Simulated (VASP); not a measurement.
# W (C2/m) in VASP: further runs

One crystal, W, is run at these levels: PBEsol; tasks: single point.

All numbers are computed with VASP 6.6.1; they aren't measurements. Logs are shortened: lines on timing, memory, paths and dates and some standing lists are left out, and cuts for length are marked.

### 1 Starting point

The structure is monoclinic, space group C2/m (No. 12). The conventional cell has a = 4.851 Å, b = 2.801 Å, c = 2.659 Å, α = 90.00°, β = 117.89°, γ = 90.00°. W (site symmetry 2/m) has 12 W at 2.66 to 2.98 Å as nearest neighbours.

This isn't the form of W at room conditions, which is bcc.

### 2 Single point, PBEsol

Input file INCAR:

```
SYSTEM = W
PREC     = Accurate       ! precision mode
ENCUT    = 520            ! plane-wave cutoff, eV
EDIFF    = 1E-6           ! SCF threshold, eV
ISMEAR   = 0              ! smearing method
SIGMA    = 0.1            ! smearing width, eV
LREAL    = .FALSE.        ! projectors in reciprocal space
LASPH    = .TRUE.         ! aspherical terms in the spheres
NELM     = 100            ! most SCF steps
ALGO     = Fast           ! electronic algorithm
ISIF     = 2              ! what is computed and relaxed
LWAVE    = .FALSE.        ! write WAVECAR
LCHARG   = .FALSE.        ! write CHGCAR
GGA      = PS             ! functional
NBANDS   = 13             ! bands
ISYM     = 0
```

Input file KPOINTS:

```
regular mesh
0
G
  12 12 15
  0 0 0
```

Input file POSCAR:

```
W
1.0
    2.7940696362     -0.0038308855     -0.1926350619
   -1.4003524623      2.4254816132      0.0000000000
    1.2353751159      0.7132441558      2.2439363948
W
1
Direct
    0.0000000000      0.0000000000      0.0000000000
```

Potentials or basis: VASP PAW PBE potentials, release 64 (W_sv).

The run is started by

```console
> cat potpaw_PBE.64/W_sv/POTCAR > POTCAR
> mpirun -np 1 vasp_std > vasp.out
```

OUTCAR:

```text
SYSTEM = W
   PREC = Accurate
   ENCUT = 520
   EDIFF = 1E-6
   ISMEAR = 0
   LREAL = .FALSE.
   LASPH = .TRUE.
   NELM = 100
   ISIF = 2
   GGA = PS
   ISYM = 0

 ion  position               nearest neighbor table
   1  0.000  0.000  0.000-

IMPORTANT INFORMATION: All symmetrisations will be switched off!
NOSYMM: (Re-)initialisation of all symmetry stuff for point group C_1.

----------------------------------------------------------------------------------------

                                     Primitive cell

  volume of cell :      15.9646

  direct lattice vectors                    reciprocal lattice vectors
     2.794069636 -0.003830886 -0.192635062     0.340917370  0.196828735 -0.250251202
    -1.400352462  2.425481613  0.000000000    -0.008067798  0.407631307 -0.125125601
     1.235375116  0.713244156  2.243936395     0.029266711  0.016897144  0.424162131

  length of vectors
     2.800704925  2.800704925  2.658969621     0.466467436  0.426479528  0.425506249

  position of ions in fractional coordinates (direct lattice)
     0.000000000  0.000000000  0.000000000

  ion indices of the primitive-cell ions
   primitive index   ion index
                 1           1

----------------------------------------------------------------------------------------

 KPOINTS: regular mesh

Automatic generation of k-mesh.
 Grid dimensions read from file:
 generate k-points for:   12   12   15

 Generating k-lattice:

  Cartesian coordinates                     Fractional coordinates (reciprocal lattice)
     0.028409781  0.016402395 -0.020854267     0.083333333  0.000000000  0.000000000
    -0.000672316  0.033969276 -0.010427133     0.000000000  0.083333333  0.000000000
     0.001951114  0.001126476  0.028277475     0.000000000  0.000000000  0.066666667

  Length of vectors
     0.038872286  0.035539961  0.028367083

  Shift w.r.t. Gamma in fractional coordinates (k-lattice)
     0.000000000  0.000000000  0.000000000

 Subroutine IBZKPT returns following result:
 ===========================================

 Found   1082 irreducible k-points:

 Following reciprocal coordinates:
            Coordinates               Weight
  0.000000  0.000000  0.000000      1.000000
  0.083333  0.000000  0.000000      2.000000
  0.166667  0.000000  0.000000      2.000000
  0.250000  0.000000  0.000000      2.000000
  0.333333  0.000000  0.000000      2.000000
  0.416667  0.000000 -0.000000      2.000000
[... 16 lines left out ...]
 -0.250000  0.166667 -0.000000      2.000000
  0.166667  0.166667  0.000000      2.000000
 [... further k-points ...]
   k-points           NKPTS =   1082   k-points in BZ     NKDIM =   1082   number of bands    NBANDS=     13
   number of dos      NEDOS =    301   number of ions     NIONS =      1
   total plane-waves  NPLWV =  11520
   dimension x,y,z NGX =    24 NGY =   24 NGZ =   20
   dimension x,y,z NGXF=    48 NGYF=   48 NGZF=   40
   ions per type =               1
   NGX,Y,Z   is equivalent  to a cutoff of  14.25, 14.25, 12.50 a.u.
   NGXF,Y,Z  is equivalent  to a cutoff of  28.49, 28.49, 25.01 a.u.
 SYSTEM =  W
   PREC   = accura    normal or accurate (medium, high low for compatibility)
   ISTART =      0    job   : 0-new  1-cont  2-samecut
   ICHARG =      2    charge: 1-file 2-atom 10-const
   ISPIN  =      1    spin polarized calculation?
   LNONCOLLINEAR =      F non collinear calculations
   LSORBIT =      F    spin-orbit coupling
   LASPH  =      T    aspherical Exc in radial PAW
   ENCUT  =  520.0 eV  38.22 Ry    6.18 a.u.   5.21  5.21  4.94*2*pi/ulx,y,z
   NELM   =    100;   NELMIN=  2; NELMDL= -5     # of ELM steps
   EDIFF  = 0.1E-05   stopping-criterion for ELM
   LREAL  =      F    real-space projection
   EDIFFG = 0.1E-04   stopping-criterion for IOM
   NSW    =      0    number of steps for IOM
   IBRION =     -1    ionic relax: 0-MD 1-quasi-New 2-CG
   NFREE  =      0    steps in history (QN), initial steepest desc. (CG)
   ISIF   =      2    stress and relaxation
   ISYM   =      0    0-nonsym 1-usesym 2-fastsym
   POTIM  = 0.5000    time-step for ionic-motion
   TEBEG  =    0.0;   TEEND  =   0.0 temperature during run
   PSTRESS=    0.0 pullay stress
   NELECT =      14.0000    total number of electrons
   NUPDOWN=      -1.0000    fix difference up-down
   EMIN   =  10.00;   EMAX   =-10.00  energy-range for DOS
   EFERMI =   0.00;   METHOD = LEGACY
   ISMEAR =     0;   SIGMA  =   0.10  broadening in eV -4-tet -1-fermi 0-gaus
   EFERMI_NEDOS =   21; number of points for ismear=-14 and -15
   IALGO  =     68    algorithm
   IMIX   =      4    mixing-type and parameters
     AMIX     =   0.40;   BMIX     =  1.00
     AMIX_MAG =   1.60;   BMIX_MAG =  1.00
  volume/ion in A,a.u.               =      15.96       107.73
  Fermi-wavevector in a.u.,A,eV,Ry     =   1.566983  2.961169 33.408245  2.455437
  Thomas-Fermi vector in A             =   2.669231
   LORBIT       =      0    0 simple, 1 ext, 2 COOP (PROOUT), +10 PAW based schemes
   GGA     = PS    functional components
   LHFCALC =     F    Hartree Fock is set to
   AEXX    =    0.0000 exact exchange contribution
   IVDW    =     0    specifies the selected vdW correction
   LEPSILON=     F    determine dielectric tensor
   LRPA    =     F    only Hartree local field effects (RPA)
 non-spin polarized calculation
 RMM-DIIS sequential band-by-band and
 Gauss-broadening in eV      SIGMA  =   0.10
  energy-cutoff  :      520.00
  volume of cell :       15.96
 maximum number of plane-waves:       445
 NGX is ok and might be reduce to    24
   NGX = 11   NGY = 11   NGZ =  9

 number of electron      14.0000002 magnetization

 Free energy of the ion-electron system (eV)
  ---------------------------------------------------
  ext. energy  EPLUGINS =         0.00000000
  ---------------------------------------------------
  free energy    TOTEN  =       -13.38408857 eV

  energy without entropy =      -13.37997031  energy(sigma->0) =      -13.38202944

 E-fermi :  10.9111     XC(G=0): -13.7046

 val. band max:       10.9106108546   @ k =   0.0000   0.0833  -0.2000
 cond. band min:      10.9130731201   @ k =   0.4167   0.3333   0.4000
 fundamental gap:      0.0024622655
 Fermi energy:        10.9110945801

 k-point     1 :       0.0000    0.0000    0.0000
  band No.  band energies     occupation
      1     -62.9155      2.00000
      2     -26.5967      2.00000
      3     -26.5236      2.00000
      4     -26.3253      2.00000
      5       1.5680      2.00000
      6       8.7575      2.00000
      7      10.0792      2.00000
      8      11.3815      0.00000
      9      12.3946      0.00000
     10      14.5341      0.00000
     11      23.7219      0.00000
     12      26.6256      0.00000
     13      29.4594      0.00000

 k-point     2 :       0.0833    0.0000    0.0000
  band No.  band energies     occupation
      1     -62.9068      2.00000
      2     -26.6630      2.00000
      3     -26.5486      2.00000
      4     -26.3613      2.00000
      5       1.9320      2.00000
      6       8.5887      2.00000
      7      10.3496      2.00000
      8      11.2747      0.00000
      9      12.1360      0.00000
     10      14.6180      0.00000
     11      24.4170      0.00000
     12      27.0031      0.00000
     13      29.5757      0.00000

 k-point     3 :       0.1667    0.0000    0.0000
  band No.  band energies     occupation
      1     -62.8831      2.00000
      2     -26.8642      2.00000
      3     -26.6165      2.00000
      4     -26.4340      2.00000
      5       2.9335      2.00000
      6       8.0818      2.00000
      7      10.5057      2.00000
      8      11.1426      0.00106
      9      12.3405      0.00000
     10      14.8565      0.00000
     11      26.2880      0.00000
     12      27.8439      0.00000
     13      29.6355      0.00000

 k-point     4 :       0.2500    0.0000    0.0000
  band No.  band energies     occupation
      1     -62.8506      2.00000
      2     -27.1508      2.00000
      3     -26.7081      2.00000
      4     -26.5086      2.00000
      5       4.2195      2.00000
      6       7.3881      2.00000
      7       9.7241      2.00000
      8      12.4003      0.00000
      9      13.2515      0.00000
     10      15.2091      0.00000
     11      28.3806      0.00000
     12      28.6865      0.00000
     13      28.8744      0.00000

 k-point     5 :       0.3333    0.0000    0.0000
  band No.  band energies     occupation
      1     -62.8179      2.00000
      2     -27.4333      2.00000
      3     -26.7983      2.00000
      4     -26.5739      2.00000
      5       5.0083      2.00000
      6       6.7377      2.00000
      7      10.0786      2.00000
      8      13.9951      0.00000
      9      14.5356      0.00000
     10      15.6131      0.00000
     11      26.3538      0.00000
     12      26.4728      0.00000
     13      28.5546      0.00000

 k-point     6 :       0.4167    0.0000   -0.0000
  band No.  band energies     occupation
      1     -62.7939      2.00000
      2     -27.6349      2.00000
      3     -26.8635      2.00000
      4     -26.6192      2.00000
      5       5.0275      2.00000
      6       6.2991      2.00000
      7      11.6089      0.00000
      8      15.4687      0.00000
      9      15.8072      0.00000
     10      16.1447      0.00000
     11      23.7872      0.00000
     12      24.1126      0.00000
     13      26.0519      0.00000

 k-point     7 :       0.5000    0.0000    0.0000
  band No.  band energies     occupation
      1     -62.7851      2.00000
      2     -27.7075      2.00000
      3     -26.8872      2.00000
      4     -26.6354      2.00000
      5       4.9414      2.00000
      6       6.1475      2.00000
      7      12.5959      0.00000
      8      15.8152      0.00000
      9      16.3567      0.00000
     10      16.8269      0.00000
     11      22.6424      0.00000
     12      22.9476      0.00000
     13      24.8321      0.00000
[... 193 lines left out ...]
 k-point    20 :       0.0000    0.1667   -0.0000
  band No.  band energies     occupation
      1     -62.8880      2.00000
      2     -26.8527      2.00000
      3     -26.6189      2.00000
      4     -26.3652      2.00000
      5       2.6939      2.00000
      6       8.8746      2.00000
      7       9.5383      2.00000
      8      11.9511      0.00000
      9      12.4179      0.00000
     10      14.0308      0.00000
     11      25.4304      0.00000
     12      26.2740      0.00000
     13      29.3901      0.00000

 k-point    21 :      -0.1667    0.1667   -0.0000
  band No.  band energies     occupation
      1     -62.8880      2.00000
      2     -26.8527      2.00000
      3     -26.6189      2.00000
      4     -26.3652      2.00000
      5       2.6939      2.00000
      6       8.8746      2.00000
      7       9.5383      2.00000
      8      11.9511      0.00000
      9      12.4179      0.00000
     10      14.0308      0.00000
     11      25.4304      0.00000
     12      26.2740      0.00000
     13      29.3901      0.00000

 k-point    22 :       0.0833    0.1667    0.0000
  band No.  band energies     occupation
      1     -62.8674      2.00000
      2     -27.0537      2.00000
      3     -26.6527      2.00000
      4     -26.4209      2.00000
      5       3.5602      2.00000
      6       8.4427      2.00000
      7       9.4847      2.00000
      8      12.2455      0.00000
      9      12.4040      0.00000
     10      14.5408      0.00000
     11      25.3226      0.00000
     12      27.2588      0.00000
     13      30.9854      0.00000

 k-point    23 :      -0.2500    0.1667   -0.0000
  band No.  band energies     occupation
      1     -62.8674      2.00000
      2     -27.0537      2.00000
      3     -26.6527      2.00000
      4     -26.4209      2.00000
      5       3.5602      2.00000
      6       8.4427      2.00000
      7       9.4847      2.00000
      8      12.2455      0.00000
      9      12.4040      0.00000
     10      14.5408      0.00000
     11      25.3226      0.00000
     12      27.2588      0.00000
     13      30.9855      0.00000

 k-point    24 :       0.1667    0.1667    0.0000
  band No.  band energies     occupation
      1     -62.8391      2.00000
      2     -27.2703      2.00000
      3     -26.7574      2.00000
      4     -26.4893      2.00000
      5       4.7406      2.00000
      6       7.9020      2.00000
      7       8.9743      2.00000
      8      12.7357      0.00000
      9      13.4733      0.00000
     10      15.2567      0.00000
     11      25.2387      0.00000
     12      27.3499      0.00000
     13      30.1880      0.00000

 [... further k-points ...]

------------------------ aborting loop because EDIFF is reached ----------------------------------------

  FORCE on cell =-STRESS in cart. coord.  units (eV):
  Direction    XX          YY          ZZ          XY          YZ          ZX
  --------------------------------------------------------------------------------------
  -------------------------------------------------------------------------------------
  Total        0.3945568      0.2066652      0.0810549      0.1627178     -0.0101586     -0.0175942
  in kB       39.5968596     20.7404692      8.1344877     16.3300016     -1.0194962     -1.7657202
  external PRESSURE =      22.8239388 kB  Pullay stress =       0.0000000 kB

 VOLUME and BASIS-vectors are now :
 -----------------------------------------------------------------------------
  energy-cutoff  :      520.00
  volume of cell :       15.96
      direct lattice vectors                 reciprocal lattice vectors
     2.794069636 -0.003830886 -0.192635062     0.340917370  0.196828735 -0.250251202
    -1.400352462  2.425481613  0.000000000    -0.008067798  0.407631307 -0.125125601
     1.235375116  0.713244156  2.243936395     0.029266711  0.016897144  0.424162131

 POSITION                                       TOTAL-FORCE (eV/Angst)
 -----------------------------------------------------------------------------------
      0.00000      0.00000      0.00000        -0.000000     -0.000000      0.000000
 -----------------------------------------------------------------------------------
    total drift:                               -0.000000     -0.000000      0.000000

  FREE ENERGIE OF THE ION-ELECTRON SYSTEM (eV)
  ---------------------------------------------------
  free  energy   TOTEN  =       -13.3840885674 eV

  energy  without entropy=      -13.3799703137  energy(sigma->0) =      -13.38202944
```

Run time: 2.3 min. Hardware: 1 thread of Intel Xeon Platinum 8259CL at 2.50GHz (Skylake/Cascade Lake), shared host; peak memory 0.31 GiB.

Results:

* Free energy: -13.3841 eV
* Pressure: 2.3 GPa
* Band gap on the k mesh: none (metal or under the smearing width)

Levels at points of the mesh, in eV from the Fermi level:
| k point | band 3 | band 4 | band 5 | band 6 | band 7 | band 8 | band 9 | band 10 | band 11 | band 12 |
| --- | --- | --- | --- | --- | --- | --- | --- | --- | --- | --- |
| (0.00, 0.00, 0.00) | -37.43 | -37.24 | -9.34 | -2.15 | -0.83 | 0.47 | 1.48 | 3.62 | 12.81 | 15.71 |
| (0.50, 0.00, 0.00) | -37.80 | -37.55 | -5.97 | -4.76 | 1.68 | 4.90 | 5.45 | 5.92 | 11.73 | 12.04 |
| (0.00, 0.50, 0.00) | -37.67 | -37.35 | -6.02 | -2.32 | 0.29 | 0.62 | 4.24 | 5.48 | 10.25 | 12.43 |
| (0.50, 0.50, 0.00) | -37.67 | -37.35 | -6.02 | -2.32 | 0.29 | 0.62 | 4.24 | 5.48 | 10.25 | 12.43 |

Caveat: the PAW data sets were made with another functional, which shifts forces and pressure a little. Spin-orbit coupling is left out, which matters for the levels of W.

### 3 Single point, PBEsol

This run uses another cell than the first one, of 15.86 Å³/atom, 0.993 times its volume.

Input file INCAR:

```
SYSTEM = W
PREC = Accurate ; ENCUT = 520
EDIFF = 1E-6 ; ISMEAR = 0
SIGMA = 0.1 ; LREAL = .FALSE.
LASPH = .TRUE. ; NELM = 100
ALGO = Fast ; ISIF = 2
LWAVE = .FALSE. ; LCHARG = .TRUE.
GGA = PS ; LELF = .TRUE.
LVHAR = .TRUE. ; NBANDS = 13
ISYM = 0
```

KPOINTS is that of step 2.

Input file POSCAR:

```
W
1.0
    2.8007049246      0.0000000000      0.0000000000
   -1.4003524623      2.4254816132      0.0000000000
    1.4003524623      0.8084938711      2.3342784637
W
1
Direct
    0.0000000000      0.0000000000      0.0000000000
```

Potentials or basis: VASP PAW PBE potentials, release 64 (W_sv).

The run is started by

```console
> cat potpaw_PBE.64/W_sv/POTCAR > POTCAR
> mpirun -np 1 vasp_std > vasp.out
```

Wall time 2.4 min (1 thread of Intel Xeon Platinum 8259CL at 2.50GHz (Skylake/Cascade Lake), shared host); peak memory 0.32 GiB.

It converged, with:

```
Free energy            : -13.3180 eV
Pressure               : 2.7 GPa
Band gap on the k mesh : none (metal or under the smearing width)
```

Stress tensor (GPa, compression positive):
```
 0.89  0.28 -0.03
 0.28  0.57 -0.02
-0.03 -0.02  6.55
```

Levels at points of the mesh, in eV from the Fermi level:
```
           k point  band 4  band 5  band 6  band 7  band 8  band 9  band 10  band 11
(0.00, 0.00, 0.00)  -37.14   -9.21   -0.88   -0.50   -0.50    2.66     2.66    12.84
(0.50, 0.00, 0.00)  -37.60   -5.77   -4.76    3.24    5.21    6.04     6.08    11.80
(0.00, 0.50, 0.00)  -37.33   -5.81   -1.10   -0.70    0.81    5.13     5.45    10.89
(0.50, 0.50, 0.00)  -37.33   -5.81   -1.10   -0.70    0.81    5.13     5.45    10.89
```

Caveat: the PAW data sets were made with another functional, which shifts forces and pressure a little.
